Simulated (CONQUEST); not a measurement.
The system is Al.

```
Al
1.0
     2.86351    0.00000    0.00000
     0.00000    2.86351    0.00000
     0.00000    0.00000    4.04961
Al
2
Cartesian
  0.0000 0.0000 0.0000
  1.4318 1.4318 2.0248
```

Base run:

```yaml
Program: CONQUEST 1.3
Functional: PBE
Potentials_or_basis: PseudoDojo NC PBE, SZP, grid cutoff 120 Ha
k_mesh: 9 × 9 × 7
Occupations: fermi-dirac, width 0.05 eV
Spin: no spin polarisation
```

Its results: band gap on the k mesh none (metal or under the smearing width); pressure 6.7 GPa.

Q: The run is repeated on the same cell with these changes: potentials or basis from PseudoDojo NC PBE, SZP, grid cutoff 120 Ha to PseudoDojo NC PBE, SZ, grid cutoff 120 Ha. What comes out?

A: Band gap on the k mesh none (metal or under the smearing width); pressure 14.7 GPa.

Caveats: the atomic basis is small; the basis of atomic orbitals isn't converged, which shifts pressures, moduli and gaps; the real-space grid breaks the cell's symmetry a little.
